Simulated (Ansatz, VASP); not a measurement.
# Sc2MnSe4 in two plane-wave programs, part 3 of 3

Wanted: the spread between two codes on one cell, functional and k mesh. The cell is taken from a series of runs on this material, whose earlier steps may have relaxed, scaled, displaced or heated it; both programs get it as it stands.

VASP 6.6.1 and Ansatz 0.2.0.

So far: The starting structure; Ansatz: relaxation of cell and atoms, r2SCAN with rVV10; VASP: relaxation of cell and atoms, r2SCAN with rVV10.

**3. VASP: relaxation of cell and atoms, r2SCAN with rVV10 (continued)**

Level of this step: r2SCAN with rVV10, spin-polarised from an antiferromagnetic start; plane waves and PAW (Sc_sv, Mn_pv, Se) (VASP).

Numbers of over 12 decimals in the logs are rounded to 6 here.

OUTCAR, selected parts (step 3):

```text
ion  position               nearest neighbor table
   1  0.125  0.125  0.125-   8 2.71   9 2.71  14 2.71  11 2.71  13 2.71   7 2.71
   2  0.625  0.125  0.125-  10 2.71   8 2.71  14 2.71  12 2.71  13 2.71   7 2.71
   3  0.125  0.625  0.125-  10 2.71   9 2.71   8 2.71  12 2.71  11 2.71  13 2.71
   4  0.125  0.125  0.625-  10 2.71   9 2.71  14 2.71  12 2.71   7 2.71  11 2.71
   5  0.500  0.500  0.500-   7 2.53  11 2.53  13 2.53  12 2.53
   6  0.750  0.750  0.750-  10 2.53   9 2.53   8 2.53  14 2.53
   7  0.369  0.894  0.369-   5 2.53   1 2.71   4 2.71   2 2.71
   8  0.881  0.881  0.356-   6 2.53   1 2.71   3 2.71   2 2.71
   9  0.356  0.881  0.881-   6 2.53   1 2.71   4 2.71   3 2.71
  10  0.881  0.881  0.881-   6 2.53   3 2.71   2 2.71   4 2.71
  11  0.894  0.369  0.369-   5 2.53   1 2.71   4 2.71   3 2.71
  12  0.369  0.369  0.369-   5 2.53   3 2.71   4 2.71   2 2.71
  13  0.369  0.369  0.894-   5 2.53   1 2.71   3 2.71   2 2.71
  14  0.881  0.356  0.881-   6 2.53   1 2.71   4 2.71   2 2.71

  LATTYP: Found a face centered cubic cell.
 ALAT       =    11.1268180000

 Subroutine GETGRP returns: Found 48 space group operations
 (whereof 24 operations were pure point group operations)

The static configuration has the point symmetry T_d .
 The point group associated with its full space group is O_h .

 Found      8 irreducible k-points:

   k-points           NKPTS =      8   k-points in BZ     NKDIM =      8   number of bands    NBANDS=     80

   dimension x,y,z NGX =    60 NGY =   60 NGZ =   60
   dimension x,y,z NGXF=   120 NGYF=  120 NGZF=  120

   ENCUT  =  550.0 eV  40.42 Ry    6.36 a.u.  15.05 15.05 15.05*2*pi/ulx,y,z

   NELECT =     118.0000    total number of electrons

 k-points in reciprocal lattice and weights: Automatic mesh
   0.00000000  0.00000000  0.00000000       0.016
   0.25000000  0.00000000  0.00000000       0.125
   0.50000000  0.00000000  0.00000000       0.062
   0.25000000  0.25000000  0.00000000       0.094
   0.50000000  0.25000000  0.00000000       0.375
  -0.25000000  0.25000000  0.00000000       0.188
   0.50000000  0.50000000  0.00000000       0.047
  -0.25000000  0.50000000  0.25000000       0.094

 average (electrostatic) potential at core
       1 -52.5900       2 -52.5900       3 -52.5900       4 -52.5900       5 -76.9276
       6 -76.9275       7 -58.7137       8 -58.7137       9 -58.7137      10 -58.7137
      11 -58.7137      12 -58.7136      13 -58.7137      14 -58.7137

 E-fermi :   2.8132

 spin component 1
 k-point     1 :       0.0000    0.0000    0.0000
  band No.  band energies     occupation
    ...
     55       1.4930      1.00000
     56       1.4930      1.00000
     57       2.7245      1.00000
     58       2.7245      1.00000
     59       2.7245      1.00000
     60       4.0200      0.00000
     61       4.2028      0.00000
     62       4.2028      0.00000
     63       5.1012      0.00000
     64       5.1012      0.00000
    ...

 k-point     2 :       0.2500    0.0000    0.0000
  band No.  band energies     occupation
    ...
     55       1.6660      1.00000
     56       1.6842      1.00000
     57       1.9304      1.00000
     58       2.5847      1.00000
     59       2.5847      1.00000
     60       4.3556      0.00000
     61       4.5021      0.00000
     62       4.5022      0.00000
     63       5.0147      0.00000
     64       5.1138      0.00000
    ...

 k-point     3 :       0.5000    0.0000    0.0000
  band No.  band energies     occupation
    ...
     55       1.8256      1.00000
     56       1.9580      1.00000
     57       1.9580      1.00000
     58       2.3444      1.00000
     59       2.3444      1.00000
     60       4.6638      0.00000
     61       4.7959      0.00000
     62       4.7960      0.00000
     63       5.0350      0.00000
     64       5.1591      0.00000
    ...

 k-point     4 :       0.2500    0.2500    0.0000
  band No.  band energies     occupation
    ...
     55       1.5874      1.00000
     56       1.5874      1.00000
     57       1.9526      1.00000
     58       2.4286      1.00000
     59       2.4286      1.00000
     60       4.2767      0.00000
     61       4.6337      0.00000
     62       4.7411      0.00000
     63       4.9667      0.00000
     64       5.1411      0.00000
    ...

 k-point     5 :       0.5000    0.2500    0.0000
  band No.  band energies     occupation
    ...
     55       1.5725      1.00000
     56       1.6034      1.00000
     57       1.8831      1.00000
     58       2.0473      1.00000
     59       2.2058      1.00000
     60       4.6203      0.00000
     61       4.8275      0.00000
     62       5.0059      0.00000
     63       5.0321      0.00000
     64       5.2206      0.00000
    ...

 k-point     6 :      -0.2500    0.2500    0.0000
  band No.  band energies     occupation
    ...
     55       1.4889      1.00000
     56       1.5896      1.00000
     57       1.8955      1.00000
     58       2.0700      1.00000
     59       2.4011      1.00000
     60       4.6616      0.00000
     61       4.7891      0.00000
     62       4.8075      0.00000
     63       5.0701      0.00000
     64       5.1792      0.00000
    ...

  Total        0.0002884      0.0002884      0.0002884      0.0000000      0.0000000     -0.0000000
  in kB        0.0013552      0.0013552      0.0013552      0.0000000      0.0000000     -0.0000000
  external PRESSURE =       0.0013552 kB  Pullay stress =       0.0000000 kB

  energy-cutoff  :      550.00
  volume of cell :      340.96
      direct lattice vectors                 reciprocal lattice vectors
    -0.000000000  5.544853626  5.544853626    -0.090173706  0.090173706  0.090173706
     5.544853626  0.000000000  5.544853626     0.090173706 -0.090173706  0.090173706
     5.544853626  5.544853626 -0.000000000     0.090173706  0.090173706 -0.090173706

 POSITION                                       TOTAL-FORCE (eV/Angst)
 -----------------------------------------------------------------------------------
      1.38621      1.38621      1.38621         0.000000      0.000000      0.000000
      1.38621      4.15864      4.15864         0.000000      0.000000      0.000000
      4.15864      1.38621      4.15864        -0.000000      0.000000      0.000000
      4.15864      4.15864      1.38621         0.000000      0.000000      0.000000
      5.54485      5.54485      5.54485         0.000000      0.000000      0.000000
      8.31728      8.31728      8.31728         0.000000      0.000000      0.000000
      6.99939      4.09031      6.99939         0.001221     -0.001221      0.001221
      6.86274      6.86274      9.77182        -0.001221     -0.001221      0.001221
      9.77182      6.86274      6.86274         0.001221     -0.001221     -0.001221
      9.77182      9.77182      9.77182         0.001221      0.001221      0.001221
      4.09031      6.99939      6.99939        -0.001221      0.001221      0.001221
      4.09031      4.09031      4.09031        -0.001221     -0.001221     -0.001221
      6.99939      6.99939      4.09031         0.001221      0.001221     -0.001221
      6.86274      9.77182      6.86274        -0.001221      0.001221     -0.001221
 -----------------------------------------------------------------------------------
    total drift:                                0.002045      0.002045      0.002270

  FREE ENERGIE OF THE ION-ELECTRON SYSTEM (eV)
  ---------------------------------------------------
  free  energy   TOTEN  =      -210.1123566576 eV

  energy  without entropy=     -210.1123566576  energy(sigma->0) =     -210.11235666

 reached required accuracy - stopping structural energy minimisation

 total charge
# of ion       s       p       d       tot
------------------------------------------
    1        2.178   6.154   0.924   9.257
    2        2.178   6.154   0.924   9.257
    3        2.178   6.154   0.924   9.257
    4        2.178   6.154   0.924   9.257
    5        0.267   6.188   4.889  11.343
    6        0.267   6.188   4.889  11.343
    7        1.432   2.530   0.019   3.981
    8        1.432   2.530   0.019   3.981
    9        1.432   2.530   0.019   3.981
   10        1.432   2.530   0.019   3.981
   11        1.432   2.530   0.019   3.981
   12        1.432   2.530   0.019   3.981
   13        1.432   2.530   0.019   3.981
   14        1.432   2.530   0.019   3.981
--------------------------------------------------
tot         20.705  57.234  13.623  91.562

 magnetization (x)
# of ion       s       p       d       tot
------------------------------------------
    1        0.000   0.000   0.000   0.000
    2        0.000   0.000   0.000   0.000
    3        0.000   0.000   0.000   0.000
    4        0.000   0.000   0.000   0.000
    5        0.037   0.045   4.294   4.376
    6       -0.037  -0.045  -4.294  -4.376
    7        0.003   0.002   0.006   0.010
    8       -0.003  -0.002  -0.006  -0.010
    9       -0.003  -0.002  -0.006  -0.010
   10       -0.003  -0.002  -0.006  -0.010
   11        0.003   0.002   0.006   0.010
   12        0.003   0.002   0.006   0.010
   13        0.003   0.002   0.006   0.010
   14       -0.003  -0.002  -0.006  -0.010
--------------------------------------------------
tot         -0.000   0.000   0.000   0.000

[... 3 further parts left out ...]
```

CONTCAR:

```
Sc2MnSe4
   1.00000000000000
    -0.0000000000000000    5.5448536257380301    5.5448536257380301
     5.5448536257380301    0.0000000000000000    5.5448536257380301
     5.5448536257380301    5.5448536257380301   -0.0000000000000000
  Sc              Mn              Se
     4     2     8
Direct
     0.1249999775000035    0.1249999775000035    0.1249999775000035
     0.6250000674000020    0.1249999775000035    0.1249999775000035
     0.1249999775000035    0.6250000674000020    0.1249999775000035
     0.1249999775000035    0.1249999775000035    0.6250000674000020
     0.5000000000000000    0.5000000000000000    0.5000000000000000
     0.7500000448999984    0.7500000448999984    0.7500000448999984
     0.3688386145353633    0.8934841562939013    0.3688386145353633
     0.8811614303646351    0.8811614303646351    0.3565157089060947
     0.3565157089060947    0.8811614303646351    0.8811614303646351
     0.8811614303646351    0.8811614303646351    0.8811614303646351
     0.8934841562939013    0.3688386145353633    0.3688386145353633
     0.3688386145353633    0.3688386145353633    0.3688386145353633
     0.3688386145353633    0.3688386145353633    0.8934841562939013
     0.8811614303646351    0.3565157089060947    0.8811614303646351
```

The magnetic state follows from one typed start and may not be the lowest. The run keeps the 48 symmetry operations of its start, so it cannot find a distortion of lower symmetry.

**4. Side by side**

Known differences besides the potentials themselves: VASP starts from the moments at which Ansatz ended; VASP keeps PBE cores, Ansatz makes them for the functional; the data sets hold 202 valence electrons in Ansatz (on its default PAW (the set named soft_2) files) and 118 in VASP; the cutoff is 500 eV in Ansatz and 550 eV in VASP; site moments are counted in spheres of each program's own size. Total energies have different zeros and are not compared.

Both answers:

```tsv
quantity	Ansatz	VASP	difference
volume (Å³)	339.32	340.96	-0.48 %
edge a after relaxation, in the typed setting (Å)	7.829	7.842	-0.16 %
moment on Mn6 (μB)	-4.28	-4.38	+0.09
moment on Mn5 (μB)	4.28	4.38	-0.09
```

**5. Results**

| Item | Value |
| --- | --- |
| difference in volume (relaxation of cell and atoms, r2SCAN with rVV10) | -0.48 % |

**Reading.** The difference in volume is -0.48 % (relaxation of cell and atoms, r2SCAN with rVV10), within the 1.2 % picked in this series as the mark of a large difference, as far as the stopping tolerances let one tell. The data sets hold unlike numbers of valence electrons (202 in Ansatz and 118 in VASP), so part of the differences comes from the potentials. Such differences can come from data sets, numerical settings and the points named under the comparisons, not from the functional's error against experiment.

[Lines on the potential files, build, host, timing and source positions are cut from VASP's logs without a mark.]

[Logs are printed without paths, hosts, clocks, repeated set-up lines and the standing remarks that a program may print on its own settings, such as how far it seeks lower states.]

[Hosts, paths, dates, database ids (printed as entryN), source tags and the programs' standing remarks are cut or masked in the printed files.]
